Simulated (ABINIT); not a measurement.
# A GW chain in ABINIT: BaO (Fm-3m)

Wanted: ground state, empty states, screening and self-energy for BaO (Fm-3m).

Calculated with ABINIT 10.8.3; PBE and many-body steps on it, plane waves.

Report form: the programs' logs are mostly left out.

The database entry behind the starting cell differs from later determinations by our own check (about 0.7 % short), so it need not match the best structure at ambient conditions.

### 1. The structure

The structure is cubic, space group Fm-3m (No. 225). Conventional cell: a = 5.500 Å, b = 5.500 Å, c = 5.500 Å, α = 90.00°, β = 90.00°, γ = 90.00°. Ba has 6 O at 2.75 Å nearest. O has 6 Ba at 2.75 Å nearest. Farther neighbours and most contacts between anions are not listed.

The cell and positions come from the Crystallography Open Database and are kept as given unless a step says otherwise.

### 2. Ground state

This step: ABINIT 10.8.3; DFT, PBE with spin-orbit coupling, plane waves, norm-conserving pseudopotentials.

The ground-state density comes first.

The input, run.abi:

```
acell 3*1.0 Angstrom
rprim 
  -0.000000000000 2.750000000000 2.750000000000
  2.750000000000 -0.000000000000 2.750000000000
  2.750000000000 2.750000000000 -0.000000000000
ntypat 2
znucl 56 8
natom 2
typat 1 2
xred 
  0.000000000000 0.000000000000 0.000000000000
  0.500000000000 0.500000000000 0.500000000000
pp_dirpath "pseudos"
pseudos "Ba.upf, O.upf"
ecut 36
nspinor 2
ngkpt 6 6 6
nshiftk 1
shiftk 0 0 0
kptopt 1
chksymbreak 0
nband 26
occopt 1
tolvrs 1e-10
nstep 60
prtwf 0
optforces 0
optstress 0
indata_prefix "in"
outdata_prefix "out"
tmpdata_prefix "tmp"
```

On the command line:

```console
OMP_NUM_THREADS=1 mpirun -n 4 abinit run.abi > log
```

Elapsed: 37 s, on 4 MPI ranks of Arm Neoverse V1, shared host; peak memory 0.34 GiB; 2.5 min of CPU time.

This step gave:

```yaml
total_energy: -1217.5290 eV
gap: 1.888 eV
k_of_the_valence_top: 0.5, 0.5, 0
k_of_the_conduction_bottom: 0.5, 0.5, 0
least_direct_gap: 1.888 eV
```

The gap is direct, at (0.500, 0.500, 0.000).

### 3. Bands along the symmetry lines

The cheap functional maps the bands first; the places of the edges decide which points the dearer methods must see.

The input, run.abi:

```
acell 3*1.0 Angstrom
rprim 
  -0.000000000000 2.750000000000 2.750000000000
  2.750000000000 -0.000000000000 2.750000000000
  2.750000000000 2.750000000000 -0.000000000000
ntypat 2
znucl 56 8
natom 2
typat 1 2
xred 
  0.000000000000 0.000000000000 0.000000000000
  0.500000000000 0.500000000000 0.500000000000
pp_dirpath "pseudos"
pseudos "Ba.upf, O.upf"
ecut 36
nspinor 2
iscf -2
irdden 1
kptopt 0
nkpt 26
kpt 
  0.00000000 0.00000000 0.00000000
  0.12500000 0.00000000 0.12500000
  0.25000000 0.00000000 0.25000000
  0.37500000 0.00000000 0.37500000
  0.50000000 0.00000000 0.50000000
  0.53125000 0.06250000 0.53125000
  0.56250000 0.12500000 0.56250000
  0.59375000 0.18750000 0.59375000
  0.62500000 0.25000000 0.62500000
  0.37500000 0.37500000 0.75000000
  0.28125000 0.28125000 0.56250000
  0.18750000 0.18750000 0.37500000
  0.09375000 0.09375000 0.18750000
  0.00000000 0.00000000 0.00000000
  0.12500000 0.12500000 0.12500000
  0.25000000 0.25000000 0.25000000
  0.37500000 0.37500000 0.37500000
  0.50000000 0.50000000 0.50000000
  0.50000000 0.43750000 0.56250000
  0.50000000 0.37500000 0.62500000
  0.50000000 0.31250000 0.68750000
  0.50000000 0.25000000 0.75000000
  0.50000000 0.18750000 0.68750000
  0.50000000 0.12500000 0.62500000
  0.50000000 0.06250000 0.56250000
  0.50000000 0.00000000 0.50000000
istwfk *1
nband 32
nbdbuf 6
tolwfr 1e-08
nstep 40
prtwf 0
prtvol 0
indata_prefix "in"
outdata_prefix "out"
tmpdata_prefix "tmp"
```

Run time: 27 s. Hardware: 4 MPI ranks; peak memory 0.34 GiB.

This step gave:

* gap: 1.888 eV
* k of the valence top: 0.5, 0, 0.5
* k of the conduction bottom: 0.5, 0, 0.5
* least direct gap: 1.888 eV

The gap is 1.888 eV, as in the run before at this level.

The electronic bands at the labelled points (eV, zero at the top of the highest filled band; v1 is the highest filled band, c1 the lowest empty one):

```
    point     v4     v3     v2     v1    c1    c2    c3    c4
        Γ  -0.45  -0.45  -0.45  -0.45  3.61  3.61  4.62  4.62
  halfway  -0.52  -0.52  -0.40  -0.40  2.90  2.90  5.30  5.30
        X  -0.18  -0.18   0.00   0.00  1.89  1.89  6.04  6.04
  halfway  -0.40  -0.40  -0.06  -0.06  2.29  2.29  6.37  6.37
        U  -0.85  -0.85  -0.19  -0.19  3.35  3.35  6.54  6.54
jump to K  -0.85  -0.85  -0.19  -0.19  3.35  3.35  6.54  6.54
  halfway  -1.41  -1.41  -0.54  -0.54  4.27  4.27  5.66  5.66
        Γ  -0.45  -0.45  -0.45  -0.45  3.61  3.61  4.62  4.62
  halfway  -1.13  -1.13  -1.09  -1.09  4.40  4.40  5.69  5.69
        L  -1.62  -1.62  -1.61  -1.61  4.91  4.91  7.13  7.13
  halfway  -1.06  -1.06  -0.93  -0.93  4.81  4.81  5.41  5.41
        W  -0.38  -0.38  -0.17  -0.17  4.54  4.54  4.55  4.55
  halfway  -0.35  -0.35  -0.08  -0.08  2.66  2.66  6.54  6.54
        X  -0.18  -0.18   0.00   0.00  1.89  1.89  6.04  6.04
```

### 4. Empty states on the mesh, 4×4×4 mesh, 78 bands

The sums over transitions need many empty states on a uniform mesh; this step solves for them.

The input, run.abi:

```
acell 3*1.0 Angstrom
rprim 
  -0.000000000000 2.750000000000 2.750000000000
  2.750000000000 -0.000000000000 2.750000000000
  2.750000000000 2.750000000000 -0.000000000000
ntypat 2
znucl 56 8
natom 2
typat 1 2
xred 
  0.000000000000 0.000000000000 0.000000000000
  0.500000000000 0.500000000000 0.500000000000
pp_dirpath "pseudos"
pseudos "Ba.upf, O.upf"
ecut 36
nspinor 2
ngkpt 4 4 4
nshiftk 1
shiftk 0 0 0
kptopt 1
chksymbreak 0
iscf -2
irdden 1
istwfk *1
nband 78
nbdbuf 6
tolwfr 1e-09
nstep 60
prtvol 0
indata_prefix "in"
outdata_prefix "out"
tmpdata_prefix "tmp"
```

Elapsed: 31 s, on 4 MPI ranks; peak memory 0.34 GiB; 2.1 min of CPU time.

This step gave:

| Quantity | Value |
| --- | --- |
| gap | 1.888 eV |
| k of the valence top | 0.5, 0.5, 0 |
| k of the conduction bottom | 0.5, 0.5, 0 |
| least direct gap | 1.888 eV |
| k points computed | 8 |
| lowest point of the top converged band, above the valence top | 36.67 eV |

On this mesh the gap is 1.888 eV.

### 5. Screening, 4×4×4 mesh, 72 bands, screening to 98 eV

The RPA dielectric matrix is built and inverted for each q.

This step: RPA screening on PBE with spin-orbit coupling, plane waves, norm-conserving pseudopotentials.

run.abi, as its differences from that of step 4:

```diff
@@ -21,10 +21,11 @@
 chksymbreak 0
-iscf -2
-irdden 1
 istwfk *1
-nband 78
-nbdbuf 6
-tolwfr 1e-09
-nstep 60
-prtvol 0
+occopt 1
+irdwfk 1
+optdriver 3
+nband 72
+ecuteps 3.6
+inclvkb 0
+awtr 1
+symchi 1
 indata_prefix "in"
```

Elapsed: 25 s, on 4 MPI ranks; peak memory 0.84 GiB; 98 s of CPU time.

This step gave:

* ε∞ with local fields, on this mesh, along the program's q direction: 4.622
* the same without local fields: 5.064
* plasma frequency: 23.03 eV
* plane waves in the screening matrix: 89

Local fields lower ε∞ by 9 %. On a Γ-centred mesh this coarse the value itself is usually too large, while a short band sum pulls it down.

### 6. Self-energy, 4×4×4 mesh, 72 bands, screening to 98 eV

The self-energy is evaluated for the states that the input lists, and the levels follow from it, in one-shot runs by the linearised quasiparticle equation.

This step: G0W0 on PBE with spin-orbit coupling, plane waves, norm-conserving pseudopotentials.

run.abi, as its differences from that of step 5:

```diff
@@ -24,8 +24,17 @@
 irdwfk 1
-optdriver 3
+optdriver 4
 nband 72
+gwcalctyp 0
+ecutsigx 36
+symsigma 0
+nkptgw 2
+kptgw 
+  0.5000000000 0.5000000000 0.0000000000
+  0.0000000000 0.0000000000 0.0000000000
+bdgw 
+  13 20
+  13 22
 ecuteps 3.6
-inclvkb 0
-awtr 1
-symchi 1
+irdscr 1
+ppmodel 1
 indata_prefix "in"
```

Elapsed: 39 s, on 4 MPI ranks; peak memory 0.97 GiB.

This step gave:

```
G0W0 gap on the points computed              : 2.671 eV
starting gap on the mesh                     : 1.888 eV
k of the valence top                         : 0.5, 0.5, 0
k of the conduction bottom                   : 0.5, 0.5, 0
Z at the valence top                         : 0.777
Z at the conduction bottom                   : 0.846
least direct G0W0 gap on the computed points : 2.671 eV
```

The gap on the mesh goes from 1.89 eV to 2.67 eV, a correction of +0.78 eV.

Limits: finite bands, cutoff and mesh; screening head approximate; coarse k mesh. v1 is the top filled band, c1 the lowest empty one. Levels before and after the correction, in eV, zero at the valence-band top of each column:

```csv
,conduction bottom,valence top
Kohn-Sham,1.89,0.00
G0W0,2.67,0.00
```

```csv
,level,energy (eV)
Kohn-Sham,(0.5 0.5 0) v4-v3,-0.179
Kohn-Sham,(0.5 0.5 0) v2-v1,0.000
Kohn-Sham,(0.5 0.5 0) c1-c2,1.888
Kohn-Sham,(0.5 0.5 0) c3-c4,6.038
G0W0,(0.5 0.5 0) v4-v3,-0.197
G0W0,(0.5 0.5 0) v2-v1,0.000
G0W0,(0.5 0.5 0) c1-c2,2.671
G0W0,(0.5 0.5 0) c3-c4,7.350
```

### 7. Where the time went

Times are wall times on 4 MPI ranks of Arm Neoverse V1, shared host, good to a factor of about two.

```
                          step  time  share  memory (GiB)
                  ground state  37 s   23 %          0.34
bands along the symmetry lines  27 s   17 %          0.34
      empty states on the mesh  31 s   20 %          0.34
                     screening  25 s   15 %          0.84
                   self-energy  39 s   25 %          0.97
```

### 8. Summary of results

```yaml
pbe_gap: 1.89 eV, direct
g0w0_gap_on_the_mesh: 2.67 eV
gw_settings: 4×4×4 mesh, 72 bands, screening to 98 eV, Godby-Needs plasmon pole
known_limits: not at the basis limit; screening head approximate; coarse k mesh
```

What this shows: G0W0 moves the gap on the mesh from 1.89 eV to 2.67 eV (+0.78 eV), with Z of 0.78 and 0.85 at the edges. Local fields lower the RPA ε∞ on this mesh from 5.06 to 4.62; a Γ-centred mesh this coarse tends to raise both, most where the direct gap is narrow, while a short band sum lowers them. Only 2 of the mesh's irreducible points were corrected, so a valley elsewhere could overtake. Bands and cutoff are finite, so the gap is not at the basis limit. The miss can reach some tenths of an eV and take either sign; the mesh is an error of its own. In the G0W0 run levels were corrected at 2 k points alone, so a gap called «on the mesh» is the least over those, and an edge elsewhere would be missed. The 4×4×4 mesh is coarse for this cell, which bears on the long-range parts of exchange and screening. The long-wavelength limit of the screening leaves out the non-local commutator, which shifts ε∞.

[Paths, hosts, dates, memory and timing lines, banners, echoed tables and standing remarks are left out of the program output.]

[Logs are printed without paths, hosts, clocks, repeated set-up lines and the standing remarks that a program may print on its own settings, such as how far it seeks lower states.]

[Runs of the session that timed out or met a known fault of the program may be left out.]

[Hosts, paths, dates, database ids (printed as entryN), source tags and the programs' standing remarks are cut or masked in the printed files.]

[G0W0 gaps are taken among the corrected bands and points alone; a level outside them can change the order at an edge.]

[Where Ansatz stands beside ABINIT at settings called matched, ABINIT's density can come from a denser mesh and the files from another edition; pairs whose starting gaps differed by over 0.03 eV were left out, so agreement reads better than it is.]
